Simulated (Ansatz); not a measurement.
# Bi2Se3 (Paraguanajuatite) (R-3m) in Ansatz: further runs, part 2 of 2

Ansatz 0.2.0. Earlier steps stand in the parts before.

## Step 3: Single point, RPBE

File input.yaml:

```yaml
crystal:
  lattice:
    - [2.0715, 1.1959810826, 9.5453333333]
    - [-2.0715, 1.1959810826, 9.5453333333]
    - [0.0, -2.3919621653, 9.5453333333]
  atoms:
    - { symbol: Bi, position: [0.5992, 0.5992, 0.5992] }
    - { symbol: Bi, position: [0.4008, 0.4008, 0.4008] }
    - { symbol: Se, position: [0.7883, 0.7883, 0.7883] }
    - { symbol: Se, position: [0.2117, 0.2117, 0.2117] }
    - { symbol: Se, position: [0.0, 0.0, 0.0] }
hamiltonian:
  xc: rpbe
  pseudopotentials: { kind: paw }
kpoints:
  mp_grid: { grid: [8, 8, 8] }
scf:
  occupations: { method: gaussian, width: 0.05 }
output:
  forces: true
  stress: true
  eigenvalues: true
```

Potentials or basis: Ansatz PAW.

Launch:

```
$ ansatz run input.yaml --threads 2 --pin off --max-ram 5632MiB --backend cpu --events-out ev --progress --plain --runs-dir out
```

Output:

```text
Warning: RAYON_NUM_THREADS=2 ignored (pool sized by the plan → 2); use --threads N
basis.fft_grid_basis auto: the FFT boxes are laid along the combinations [[1, 0, -1], [0, 1, -1], [0, 0, 1]] of the cell's own vectors, 4.143, 4.143 and 9.840 Å long. The dense box has 30×30×72 points. Along the cell's own vectors, as sized, it would have 72×72×72, 5.76 times as many. Of the 12 symmetry operations that the crystal satisfies within crystal.symmetry.tolerance (time reversal apart; of a slab, those that keep its plane) the dense box along the cell's own vectors carries 12, and the one as laid loses 8 of those. basis.fft_grid_basis: typed keeps the cell's own vectors: state it where this run's energies or levels are differenced outside the engine with another run's, or held beside a run that keeps those vectors.
Engine: ansatz 0.2.0, x86_64-unknown-linux-gnu
Pseudopotentials: kind: paw
Pseudopotential: Bi, paw, valence charge 15, recommended cutoff 420 eV (normal), Bi.paw.azcp
Pseudopotential: Se, paw, valence charge 16, recommended cutoff 420 eV (normal), Se.paw.azcp
Functional definition: RPBE
  parameter kappa = 0.804
  parameter beta = 0.06672455060314922
  exchange = rpbe_x(kappa = kappa, mu = beta*pi^2/3)
  correlation = pbe_c(beta = beta)
Crystal: 5 atoms, lattice volume = 141.890 Å³
Basis set: ecut = 420 eV, 2743 PW (Γ), FFT grids on a1−a3, a2−a3, a3, exchange–correlation on 60×60×144 points (8 copies of the dense FFT grid, shifted against one another)
Bands: 47, of which v1, the nominal top of the filled ones, is band 39 counted from 1 (38 counted from 0)
Symmetry: 12 space group operations
Space group: R-3m (ITA 166), of the structure as read, at distance tolerance 5.2e-5 Å
k-points: 65 of 512
Non-local potential: Bi, projectors of the file, l = 0: 2, l = 1: 2, l = 2: 2, l = 3: 2
Non-local potential: Se, projectors of the file, l = 0: 2, l = 1: 2, l = 2: 3, l = 3: 1
PAW form: soft (Blöchl's): semilocal exchange-correlation on the pseudo side does not see the compensation charge
PAW frozen core: Bi, regenerated for the run's functional, and the local potential with it (the file was generated under x = pbe(κ = 0.804, μ = 0.2195149727645171), c = pbe(β = 0.06672455060314922))
PAW frozen core: Se, regenerated for the run's functional, and the local potential with it (the file was generated under x = pbe(κ = 0.804, μ = 0.2195149727645171), c = pbe(β = 0.06672455060314922))
PAW one-centre angular grid: Bi, 590 points (default); XC on 64 Gauss nodes
PAW one-centre angular grid: Se, 590 points (default); XC on 64 Gauss nodes
Initial density: superposition of atomic densities (neutral atoms: chi_scale 0, normalization atom), corrected by the library's trained network
Initial wavefunctions: pseudopotential atomic-orbital guess
Functional: x = rpbe, c = pbe(β = 0.06672455060314922)
SCF iter   1: F=—  HF=-41251.369112 eV  |F-HF|=—  |Δ(HF+E_count)|=         —  Δρ=2.32e-3  dr2=6.16e-3  ethr=1.77e-3  ⟨swp⟩=8.3  Hψ=12482  notcnv=0  defer=7
preconditioner: auto → Resta (q_TF=auto, 2.469 Å⁻¹)  ε∞=4.1  [insulator: Δε(μ)=0.293 eV  Ē_g=9.399 eV  σ=0.050 eV  W_gap=1.00  n_scr=36 (ndim 8)  ℏωp=16.5 eV  f_vac=0.033  D(μ)=0.00/eV (n_scr^D=0)  ε∞_Penn≈4.1]
SCF iter   2: F=—  HF=-41251.367622 eV  |F-HF|=—  |Δ(HF+E_count)|=   1.49e-3  Δρ=1.12e-3  dr2=1.50e-3  ethr=7.90e-6  ⟨swp⟩=2.0  Hψ=6163  notcnv=0  defer=38
SCF iter   3: F=—  HF=-41251.368349 eV  |F-HF|=—  |Δ(HF+E_count)|=   7.27e-4  Δρ=4.71e-4  dr2=3.43e-4  ethr=1.93e-6  ⟨swp⟩=3.0  Hψ=5654  notcnv=0  defer=4
automatic band count: iteration 3 solves 46 bands in place of 47: the levels show a gap, and the empty bands left out lie too high to hold charge; the band table lists the bands solved (type scf.n_extra_bands for more)
SCF iter   4: F=—  HF=-41251.368623 eV  |F-HF|=—  |Δ(HF+E_count)|=   2.74e-4  Δρ=1.40e-4  dr2=1.04e-4  ethr=4.40e-7  ⟨swp⟩=2.0  Hψ=3872  notcnv=0  defer=4
SCF iter   5: F=—  HF=-41251.368645 eV  |F-HF|=—  |Δ(HF+E_count)|=   2.20e-5  Δρ=7.29e-5  dr2=1.66e-5  ethr=1.34e-7  ⟨swp⟩=2.0  Hψ=3545  notcnv=0  defer=4
SCF iter   6: F=—  HF=-41251.368656 eV  |F-HF|=—  |Δ(HF+E_count)|=   1.16e-5  Δρ=3.35e-5  dr2=2.36e-6  ethr=2.13e-8  ⟨swp⟩=2.1  Hψ=4055  notcnv=0  defer=4
SCF iter   7: F=—  HF=-41251.368661 eV  |F-HF|=—  |Δ(HF+E_count)|=   5.13e-6  Δρ=1.07e-5  dr2=2.46e-7  ethr=3.03e-9  ⟨swp⟩=2.0  Hψ=4847  notcnv=0  defer=4
SCF iter   8: F=-41251.368662 eV  HF=-41251.368662 eV  |F-HF|=1.32e-7  |Δ(HF+E_count)|=   8.20e-7  Δρ=3.79e-6  dr2=2.22e-8  ethr=1.28e-10  ⟨swp⟩=7.6  Hψ=12736  notcnv=0
SCF 1 converged in 8 iterations: F = -41251.368662 eV  dr2 = 2.22e-8
SCF converged after 8 iterations
Free energy (F): -41251.368662 eV
Harris-Foulkes:  -41251.368662 eV  (|F-HF|=1.32e-7)
Internal energy: -41251.368662 eV  (E = F + TS)
E sigma→0 (E₀):  -41251.368662 eV
Entropy (-TS):   -0.000000 eV (-0.000 meV/atom)
Fermi energy:    9.338051 eV
--- Per-component energies (eV) ---
  E_band       = -1330.111360
  E_kinetic    = 957.461500
  E_local      = -10354.477570  (includes V_loc(G=0)·N_el)
  E_nonlocal   = -668.492348
  E_hartree    = 4613.675106
  E_xc         = -618.096783
  E_vxc        = -584.487788  (∫ρ·V_xc dr)
  E_paw        = -27106.351385  (= ΣΔE_a)
  E_vpaw       = 92.540366  (= ΣTr[D̂ρ^β])
  E_aug_tail   = -0.002589  (compensation charges beyond the density's cutoff)
  E_ewald      = -8074.376580
  E_core_change = -0.708014  (= ΣΔE_core)
  E_smearing   = -0.000000  (= −TS)
  E_closure    = -0.000000  (closes the sum)
  Σ components = -41251.368662   (vs F -41251.368662, Δ=0.00e0)
--- Forces (eV/Å), atoms counted from 1 ---
  atom   1  Bi     0.00000000    -0.00000000     0.16061265
  atom   2  Bi     0.00000000     0.00000000    -0.16061265
  atom   3  Se     0.00000000    -0.00000000     0.15810676
  atom   4  Se     0.00000000     0.00000000    -0.15810676
  atom   5  Se     0.00000000     0.00000000     0.00000000
  max |Σ_I F_I| component: 5.55e-17 eV/Å
--- Stress (GPa, compression-positive) ---
        4.188217       0.000000       0.000000
        0.000000       4.188217      -0.000000
        0.000000      -0.000000       4.317695
  P = ⅓ Tr σ = 4.2314 GPa (42.314 kbar)
--- Band table (eV; the first three rows and the last of 65) ---
  k-point 0: bands = ["-38.1488", "-38.1488", "-38.1486", "-38.1486", "-38.1424", "-38.1424", "-38.1418", "-38.1418", "-38.1391", "-38.1389", "-38.0327", "-38.0240", "-38.0240", "-37.9929", "-37.9929", "-14.0119", "-14.0119", "-14.0103", "-14.0103", "-14.0046", "-14.0021", "-13.9919", "-13.9919", "-13.9895", "-13.9895", "-5.2273", "-4.4976", "-3.6292", "-0.2992", "0.4712", "7.0362", "7.0801", "7.3047", "7.3047", "7.3122", "7.3122", "7.9606", "7.9606", "9.1920", "9.4841", "10.6147", "10.6147", "11.3661", "11.9349", "11.9349", "15.0814"]
  k-point 1: bands = ["-38.1488", "-38.1488", "-38.1486", "-38.1485", "-38.1424", "-38.1424", "-38.1419", "-38.1418", "-38.1391", "-38.1389", "-38.0327", "-38.0240", "-38.0240", "-37.9929", "-37.9928", "-14.0139", "-14.0119", "-14.0082", "-14.0066", "-14.0023", "-13.9998", "-13.9943", "-13.9926", "-13.9916", "-13.9896", "-5.0853", "-4.3768", "-3.5463", "-0.3912", "0.3068", "6.1613", "6.2606", "6.8136", "6.9126", "7.4059", "7.8289", "7.8293", "8.2084", "8.4843", "10.3666", "11.0123", "11.0765", "11.3732", "11.9277", "12.1856", "14.7359"]
  k-point 2: bands = ["-38.1488", "-38.1487", "-38.1486", "-38.1485", "-38.1425", "-38.1424", "-38.1419", "-38.1418", "-38.1390", "-38.1389", "-38.0326", "-38.0241", "-38.0240", "-37.9929", "-37.9928", "-14.0200", "-14.0171", "-14.0015", "-14.0001", "-13.9984", "-13.9973", "-13.9949", "-13.9928", "-13.9918", "-13.9893", "-4.6730", "-4.0465", "-3.3361", "-0.7343", "-0.1481", "5.0715", "5.5852", "6.0396", "6.3243", "6.8188", "7.3708", "7.9231", "8.0331", "8.6638", "10.4488", "11.1842", "11.3988", "11.9967", "12.3808", "13.2955", "13.8521"]
  k-point 64: bands = ["-38.1488", "-38.1488", "-38.1486", "-38.1486", "-38.1424", "-38.1424", "-38.1418", "-38.1418", "-38.1391", "-38.1389", "-38.0327", "-38.0240", "-38.0240", "-37.9929", "-37.9929", "-14.0119", "-14.0119", "-14.0103", "-14.0103", "-14.0044", "-14.0022", "-13.9920", "-13.9920", "-13.9895", "-13.9895", "-5.0692", "-4.8301", "-3.3389", "-0.7397", "0.8491", "6.5087", "7.1902", "7.1902", "7.5528", "7.5528", "7.6876", "7.7921", "7.7921", "8.7577", "9.8692", "10.9173", "10.9173", "11.3019", "11.5988", "11.5988", "15.0354"]
```

Run time: 17 s. Hardware: 2 threads of Intel Xeon at 2.50GHz (Skylake/Cascade Lake), shared host; peak memory 0.64 GiB.

What came out:

- Free energy: -41251.3687 eV
- Pressure: 4.2 GPa
- Largest force: 0.161 eV/Å
- Band gap on the k mesh: 0.29 eV, direct

Forces in eV/Å, atoms in the order of the input:
```
Bi   0.000  0.000  0.161
Bi   0.000  0.000 -0.161
Se   0.000  0.000  0.158
Se   0.000  0.000 -0.158
Se   0.000  0.000  0.000
```

Stress tensor (GPa, compression positive):
```
4.19 0.00 0.00
0.00 4.19 0.00
0.00 0.00 4.32
```

Levels at points of the mesh, in eV from the valence-band top:
| k point | band 37 | band 38 | band 39 | band 40 | band 41 | band 42 |
| --- | --- | --- | --- | --- | --- | --- |
| (0.00, 0.00, 0.00) | -1.23 | -1.23 | 0.00 | 0.29 | 1.42 | 1.42 |
| (0.00, 0.00, -0.50) | -2.14 | -1.26 | -0.56 | 0.90 | 1.95 | 3.03 |
| (0.00, -0.50, -0.50) | -1.87 | -1.65 | -1.00 | 1.40 | 1.99 | 2.61 |
| (-0.50, -0.50, -0.50) | -1.40 | -1.40 | -0.43 | 0.68 | 1.73 | 1.73 |

Caveat: spin-orbit coupling is left out, which as a rule narrows the gap of such compounds by several tenths of an eV; the PAW data sets come from PBE, with cores solved anew for the run's functional, which leaves a small shift of forces and pressure.
